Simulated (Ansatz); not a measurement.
# AlN: the cost of one run

Program: Ansatz 0.2.0. Level of theory: DFT r2SCAN, scalar-relativistic, plane waves, PAW. These are calculated values, not measurements.

### 1 Starting point

Symmetry: Fm-3m, No. 225, cubic system. The conventional cell has a = 4.069 Å, b = 4.069 Å, c = 4.069 Å, α = 90.00°, β = 90.00°, γ = 90.00°. Al (site symmetry m-3m) is surrounded by 6 N at 2.03 Å. N (site symmetry m-3m) has 6 Al at 2.03 Å as nearest neighbours.

Structure file:

```
CELL_PARAMETERS angstrom
0.00000 2.03452 2.03452
2.03452 0.00000 2.03452
2.03452 2.03452 0.00000
ATOMIC_POSITIONS crystal
Al 0.50000 0.50000 0.50000
N 0.00000 0.00000 0.00000
```

It goes back to an entry of the Materials Project, which need not be the stable form.

The cell is taken as given, not relaxed at this level.

### 2 Zero of energy

Reference values: F = -928.1411 eV; pressure -6.11 GPa; largest force 0.000 eV/Å; gap on the mesh 5.29 eV. It was computed beforehand with the settings of the runs below.

### 3 Setting up energy and stress against strain

The cell is strained by ε times the Voigt pattern (0, 0, 1, 0, 0, 0) (xx, yy, zz, yz, xz, xy; engineering shear), with fractional coordinates fixed (clamped ions). The stress on the pattern is the sum of the stress components weighted by it, tension positive.

### 4 At ε = -0.1000

input.yaml

```yaml
crystal:
  lattice:
    - [0.0, 2.034518, 1.8310662]
    - [2.034518, 0.0, 1.8310662]
    - [2.034518, 2.034518, 0.0]
  atoms:
    - { symbol: Al, position: [0.5, 0.5, 0.5] }
    - { symbol: "N", position: [0.0, 0.0, 0.0] }
basis:
  ecutwfc: 500
kpoints:
  mp_grid: { grid: [10, 10, 10] }
hamiltonian:
  xc: r2scan
scf:
  occupations: { method: gaussian, width: 0.05 }
output:
  forces: true
  stress: true
  eigenvalues: true
  write_density: true
  write_potential: true
  elf: true
  volumetric_format: npy
```

The run is started by

```
$ ansatz run input.yaml --threads 1 --pin off --max-ram 2560MiB --backend cpu --events-out ev --progress --plain --runs-dir out
```

Q: Estimate wall time and peak memory on 1 thread of Arm Neoverse V2, shared host.

About 3 s, with a peak of 0.3 GiB.
